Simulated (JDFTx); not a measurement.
# HfB2 (P6/mmm) in JDFTx: reference runs

Aim: a first look at HfB2 with PBE, on the cell as given and on a disturbed one.

Everything below comes from runs of JDFTx 1.7.0 (patched build). Logs are shortened: lines on timing, memory, paths and dates and some standing lists are left out, and cuts for length are marked. The log counts tension as positive stress, the text compression.

### Step 1. The crystal as given

It takes space group P6/mmm (No. 191, hexagonal). The conventional cell has a = 3.140 Å, b = 3.140 Å, c = 3.480 Å, α = 90.00°, β = 90.00°, γ = 120.00°. Hf (site symmetry 6/mmm) is surrounded by 12 B at 2.51 Å. B (site symmetry -6m2) has 3 B at 1.81 Å as nearest neighbours.

### Step 2. Single point, PBE

Input file HfB2.in:

```
lattice \
    5.9337400313    -2.9668700157     0.0000000000 \
    0.0000000000     5.1387696066     0.0000000000 \
    0.0000000000     0.0000000000     6.5762469137
coords-type Lattice
ion Hf     0.0000000000     0.0000000000     0.0000000000 1
ion B      0.6666666667     0.3333333333     0.5000000000 1
ion B      0.3333333333     0.6666666667     0.5000000000 1

ion-species pseudo/Hf.upf
ion-species pseudo/B.upf
elec-cutoff 38
elec-ex-corr gga-PBE
kpoint-folding 10 10 8
elec-smearing Fermi 0.0018374661
elec-n-bands 15
electronic-SCF nIterations 100 energyDiffThreshold 1e-08
electronic-minimize nIterations 30 energyDiffThreshold 1e-7
converge-empty-states yes
forces-output-coords Cartesian

dump-name run.$VAR
dump End Ecomponents EigStats BandEigs Kpoints Forces Stress
```

Potentials or basis: PseudoDojo-SR-PBE-0.5-standard.

The run is started by

```bash
$ jdftx -c 1 -i HfB2.in -o HfB2.out
```

Log:

```text
*************** JDFTx 1.7.0 (patched build) ***************

Input parsed successfully to the following command list (including defaults):
[... the input with its defaults ...]

---------- Setting up symmetries ----------

Found 24 point-group symmetries of the bravais lattice
Found 24 space-group symmetries with basis
Applied RMS atom displacement 2.79719e-10 bohrs to make symmetries exact.

---------- Initializing the Grid ----------
R =
[      5.93374     -2.96687            0  ]
[            0      5.13877            0  ]
[            0            0      6.57625  ]
unit cell volume = 200.524
G =
[    1.05889   0.611351         -0  ]
[          0     1.2227          0  ]
[          0         -0   0.955436  ]
Minimum fftbox size, Smin = [  36  36  40  ]
Chosen fftbox size, S = [  36  36  40  ]

---------- Exchange Correlation functional ----------
Initalized PBE GGA exchange.
Initalized PBE GGA correlation.

---------- Setting up pseudopotentials ----------
Width of ionic core gaussian charges (only for fluid interactions / plotting) set to 0

Reading pseudopotential file 'pseudo/Hf.upf':
  'Hf' pseudopotential, 'PBE' functional
  Generated using ONCVPSP code by D. R. Hamann
  12 valence electrons, 4 orbitals, 8 projectors, 1001 radial grid points, with lMax = 3
    5S    l: 0   occupation:  2.0   eigenvalue: -2.462799
    5P    l: 1   occupation:  6.0   eigenvalue: -1.307320
    5D    l: 2   occupation:  2.0   eigenvalue: -0.098817
    6S    l: 0   occupation:  2.0   eigenvalue: -0.187732
  Core radius for overlap checks: 2.38 bohrs.

Reading pseudopotential file 'pseudo/B.upf':
  'B' pseudopotential, 'PBE' functional
  Generated using ONCVPSP code by D. R. Hamann
  3 valence electrons, 2 orbitals, 4 projectors, 1001 radial grid points, with lMax = 1
    2S    l: 0   occupation:  2.0   eigenvalue: -0.347027
    2P    l: 1   occupation:  1.0   eigenvalue: -0.132548
  Core radius for overlap checks: 1.18 bohrs.

Initialized 2 species with 3 total atoms.

Folded 1 k-points by 10x10x8 to 800 k-points.

---------- Setting up k-points, bands, fillings ----------
Reduced to 70 k-points under symmetry.
Computing the number of bands and number of electrons
Calculating initial fillings.
nElectrons:  18.000000   nBands: 15   nStates: 70

----- Setting up reduced wavefunction bases (one per k-point) -----
average nbasis = 2243.236 , ideal nbasis = 2243.547

---------- Setting up ewald sum ----------
Optimum gaussian width for ewald sums = 1.944368 bohr.
Real space sum over 1089 unit cells with max indices [  5  5  4  ]
Reciprocal space sum over 2535 terms with max indices [  6  6  7  ]

---------- Allocating electronic variables ----------
Initializing wave functions:  linear combination of atomic orbitals
Hf pseudo-atom occupations:   s ( 2 2 )  p ( 6 )  d ( 2 )
B pseudo-atom occupations:   s ( 2 )  p ( 1 )
	FillingsUpdate:  mu: +0.594193050  nElectrons: 18.000000
LCAOMinimize: Iter:   0  F: -55.7930665491675839  |grad|_K:  2.886e-03  alpha:  1.000e+00
	FillingsUpdate:  mu: +0.612848273  nElectrons: 18.000000
LCAOMinimize: Iter:   1  F: -55.8391732322323193  |grad|_K:  4.775e-04  alpha:  3.717e-01  linmin: -3.562e-01  cgtest:  9.442e-01
LCAOMinimize: Encountered beta<0, resetting CG.
[... 6 lines of inner loops ...]
LCAOMinimize: Iter:   4  F: -55.8404596032756473  |grad|_K:  1.446e-06  alpha:  4.368e-01  linmin:  3.964e-04  cgtest: -1.076e-03
	FillingsUpdate:  mu: +0.616702685  nElectrons: 18.000000
LCAOMinimize: Iter:   5  F: -55.8404596263229891  |grad|_K:  1.023e-07  alpha:  8.725e-01  linmin: -2.878e-04  cgtest:  3.506e-03
LCAOMinimize: Converged (|Delta F|<1.000000e-06 for 2 iters).

-------- Electronic minimization -----------
Will mix electronic density at each iteration.
	FillingsUpdate:  mu: +0.616702685  nElectrons: 18.000000
	FillingsUpdate:  mu: +0.605082388  nElectrons: 18.000000
SCF: Cycle:  0   F: -55.887014180026689   dF: -4.655e-02   |Residual|: 2.154e-02   |deigs|: 1.936e-02
	FillingsUpdate:  mu: +0.604237291  nElectrons: 18.000000
SCF: Cycle:  1   F: -55.887622171960537   dF: -6.080e-04   |Residual|: 1.210e-02   |deigs|: 2.870e-03
	FillingsUpdate:  mu: +0.603657634  nElectrons: 18.000000
SCF: Cycle:  2   F: -55.887675743844262   dF: -5.357e-05   |Residual|: 1.176e-03   |deigs|: 1.591e-03
	FillingsUpdate:  mu: +0.603750057  nElectrons: 18.000000
SCF: Cycle:  3   F: -55.887681286850864   dF: -5.543e-06   |Residual|: 5.091e-04   |deigs|: 3.323e-04
	FillingsUpdate:  mu: +0.603750587  nElectrons: 18.000000
SCF: Cycle:  4   F: -55.887682300592118   dF: -1.014e-06   |Residual|: 1.616e-04   |deigs|: 9.573e-05
	FillingsUpdate:  mu: +0.603751835  nElectrons: 18.000000
SCF: Cycle:  5   F: -55.887682753850527   dF: -4.533e-07   |Residual|: 7.324e-05   |deigs|: 7.572e-05
	FillingsUpdate:  mu: +0.603751870  nElectrons: 18.000000
SCF: Cycle:  6   F: -55.887682877986094   dF: -1.241e-07   |Residual|: 2.307e-05   |deigs|: 5.705e-05
	FillingsUpdate:  mu: +0.603751745  nElectrons: 18.000000
SCF: Cycle:  7   F: -55.887682939272942   dF: -6.129e-08   |Residual|: 7.928e-06   |deigs|: 8.342e-05
	FillingsUpdate:  mu: +0.603751858  nElectrons: 18.000000
SCF: Cycle:  8   F: -55.887682952483793   dF: -1.321e-08   |Residual|: 2.913e-06   |deigs|: 4.545e-05
	FillingsUpdate:  mu: +0.603751798  nElectrons: 18.000000
SCF: Cycle:  9   F: -55.887682959237992   dF: -6.754e-09   |Residual|: 3.563e-06   |deigs|: 4.313e-05
	FillingsUpdate:  mu: +0.603751793  nElectrons: 18.000000
SCF: Cycle: 10   F: -55.887682960867281   dF: -1.629e-09   |Residual|: 5.501e-06   |deigs|: 3.241e-05
SCF: Converged (|Delta E|<1.000000e-08 for 2 iters).

Setting wave functions to eigenvectors of Hamiltonian
Converging empty states (this may take a while): |deigs|: 1.325e-03

# Stress tensor in Cartesian coordinates [Eh/a0^3]:
[  -4.4581e-05            0            0  ]
[            0  -4.4581e-05            0  ]
[            0            0 -8.41203e-05  ]

# Ionic positions in lattice coordinates:
ion Hf   0.000000000000000   0.000000000000000   0.000000000000000 1
ion B   0.666666666666667   0.333333333333333   0.500000000000000 1
ion B   0.333333333333333   0.666666666666667   0.500000000000000 1

# Forces in Cartesian coordinates:
force Hf   0.000000000000000   0.000000000000000   0.000000000000000 1
force B   0.000000000000000   0.000000000000000   0.000000000000000 1
force B   0.000000000000000  -0.000000000000000   0.000000000000000 1

# Energy components:
   Eewald =      -48.8499196945402261
       EH =        6.4903440177217329
     Eloc =      -24.7282364722321404
      Enl =        2.7717556218523329
      Exc =      -16.8368174566924438
 Exc_core =        6.5182818399130333
       KE =       18.7470045476855063
-------------------------------------
     Etot =      -55.8875875962922066
       TS =        0.0000953645750760
-------------------------------------
        F =      -55.8876829608672807

IonicMinimize: Iter:   0  F: -55.887682960867281  |grad|_K:        nan
IonicMinimize: None of the convergence criteria satisfied after 0 iterations.

#--- Lowdin population analysis ---
# oxidation-state Hf +0.669
# oxidation-state B -0.321 -0.321

Dumping 'run.eigStats' ...
	eMin: -1.661836 at state 0 ( [ +0.000000 +0.000000 +0.000000 ] spin 0 )
	HOMO: +0.601487 at state 51 ( [ +0.200000 +0.200000 +0.125000 ] spin 0 )
	mu  : +0.603752
	LUMO: +0.612422 at state 32 ( [ +0.100000 +0.100000 +0.250000 ] spin 0 )
	eMax: +0.984062 at state 66 ( [ +0.300000 +0.300000 +0.125000 ] spin 0 )
	HOMO-LUMO gap: +0.010934
	Optical gap  : +0.012081 at state 32 ( [ +0.100000 +0.100000 +0.250000 ] spin 0 )
Done!
[note: the HOMO, LUMO and gaps printed at the end count levels as full or empty at half filling, so they show a gap where a level is partly filled]
```

Wall time 1.8 min (1 thread of Arm Neoverse V1, shared host); peak memory 0.19 GiB.

Results:

```
Free energy            : -1520.7813 eV
Pressure               : 1.7 GPa
Band gap on the k mesh : none (metal or under the smearing width)
Loewdin charges        : Hf +0.67; B -0.32 e
```

Levels at points of the mesh, in eV from the Fermi level:
```tsv
k point	band 7	band 8	band 9	band 10	band 11	band 12
(0.00, 0.00, 0.00)	-2.82	-2.82	-2.69	4.13	4.13	4.74
(0.00, 0.00, 0.50)	-1.10	-1.10	0.42	0.42	1.09	1.09
(0.00, 0.50, 0.00)	-4.04	-3.34	-2.77	2.21	2.83	5.67
(0.00, 0.50, 0.50)	-4.89	-4.62	-2.60	4.12	4.27	6.35
```

Caveat: forces may be off by hundredths of an eV/Å. Spin-orbit coupling is left out, which matters for the levels of Hf.

### Step 3. Single point, PBE (atoms moved at random, drawn with an rms of 0.05 Å)

HfB2.in: that of step 2 with these lines changed.

```diff
@@ -5,5 +5,5 @@
 coords-type Lattice
-ion Hf     0.0000000000     0.0000000000     0.0000000000 1
-ion B      0.6666666667     0.3333333333     0.5000000000 1
-ion B      0.3333333333     0.6666666667     0.5000000000 1
+ion Hf     0.0040700000    -0.0037840000    -0.0029730000 1
+ion B      0.6735240000     0.3435500000     0.4913070000 1
+ion B      0.3173900000     0.6751330000     0.4845490000 1
```

Potentials or basis: PseudoDojo-SR-PBE-0.5-standard.

The run is started by

```bash
$ jdftx -c 1 -i HfB2.in -o HfB2.out
```

It took 10 min on 1 thread of Arm Neoverse V1, shared host; peak memory 0.93 GiB.

The run converged. Its results:

| Item | Value |
| --- | --- |
| Free energy | -1520.7152 eV |
| Pressure | 2.5 GPa |
| Largest force | 1.326 eV/Å |
| Band gap on the k mesh | none (metal or under the smearing width) |
| Loewdin charges | Hf +0.67; B -0.32 e |

Forces on the atoms (eV/Å):
```
Hf  -0.678  0.523 -0.494
B   -0.583 -0.398  0.107
B    1.262 -0.125  0.386
```

Stress tensor (GPa, compression positive):
```
 2.47 -0.45  0.48
-0.45  2.00 -0.32
 0.48 -0.32  3.06
```

Levels at points of the mesh, in eV from the Fermi level:
| k point | band 7 | band 8 | band 9 | band 10 | band 11 | band 12 |
| --- | --- | --- | --- | --- | --- | --- |
| (0.00, 0.00, 0.00) | -3.03 | -2.63 | -2.53 | 3.94 | 4.13 | 4.32 |
| (0.00, 0.00, 0.50) | -1.60 | -0.76 | 0.16 | 0.72 | 1.06 | 1.09 |
| (0.00, 0.50, 0.00) | -4.09 | -3.47 | -2.69 | 2.09 | 2.95 | 5.60 |
| (0.00, 0.50, 0.50) | -4.89 | -4.63 | -2.64 | 3.93 | 4.25 | 6.32 |
| (0.50, 0.00, 0.00) | -3.90 | -3.38 | -2.59 | 1.74 | 2.90 | 5.53 |
| (0.50, 0.00, 0.50) | -4.84 | -4.79 | -2.47 | 4.04 | 4.22 | 6.32 |
| (0.50, 0.50, 0.00) | -4.22 | -3.52 | -2.84 | 2.48 | 2.85 | 5.71 |
| (0.50, 0.50, 0.50) | -4.99 | -4.52 | -2.75 | 3.96 | 4.31 | 6.33 |

Caveat: forces may be off by hundredths of an eV/Å. Spin-orbit coupling is left out, which matters for the levels of Hf.
